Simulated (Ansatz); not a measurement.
What moves the field gradients of TaSi2?

Cell of run 1: a COD entry.

Space group P6_422 (No. 181); a = 4.7839, c = 6.5700 Å, γ = 120.00°.

```csv
site,Wyckoff,site symmetry,x,y,z
Ta,3c,222,0.5000,0.0000,0.0000
Si,6i,..2,0.1590,0.3179,0.0000
```

One atom of each set is listed.

Relaxed positions (PBE, cell held):

Ta (0.5000, 0.0000, 0.0000)
Si (0.1590, 0.3179, 0.0000)

All runs are DFT with Ansatz 0.2.0 (plane waves and PAW, scalar-relativistic unless spin–orbit coupling is named, Γ-centred meshes, Fermi–Dirac smearing where given) in this cell.

Run 1: PBE, atoms as given; 420 eV, 11×11×7 k-points, smearing 0.02 eV.
Run 2: r2SCAN, at the relaxed atoms; 500 eV, 11×11×7 k-points, smearing 0.05 eV.
Run 3: PBE with spin–orbit coupling, at the relaxed atoms; 420 eV, 11×11×7 k-points, smearing 0.05 eV.
Run 4: LDA, at the relaxed atoms; 420 eV, 11×11×7 k-points, smearing 0.05 eV.
Run 5: PBEsol, at the relaxed atoms; 420 eV, 11×11×7 k-points, smearing 0.05 eV.

Problem. What does each run give, and what moves the gradients most?

Solution. 

| run | Ta V_zz (η) | Si V_zz (η) |
| --- | --- | --- |
| 1 | 6.58 (0.80) | -2.76 (0.51) |
| 2 | 6.70 (0.85) | -2.69 (0.51) |
| 3 | 6.61 (0.78) | -2.74 (0.50) |
| 4 | 6.60 (0.79) | -2.82 (0.50) |
| 5 | 6.42 (0.82) | -2.74 (0.49) |

V_zz in 10²¹ V/m². Against run 1, the gradient tensors on these sites move by at most 0.28 in run 2 (Ta), 0.04 in run 3 (Ta), 0.05 in run 4 (Si), 0.16 in run 5 (Ta). Taken one at a time, the functional (between the two that differ most) moves the tensors on these sites by up to 0.33 (largest principal value of the change, on Ta), spin–orbit coupling by 0.04 (Ta).

With these PAW files V_zz is typically within 2 to 3 % of all-electron values, but misses above 10 % occur on Ta. In runs 1, 2, 3, 4, 5 there is no gap above 0.1 eV, so the gradients can move by 10 % or more with the k-mesh. The cell isn't the equilibrium one in run 4 (calculated pressure -6 GPa), and the entry's cell may itself be off.
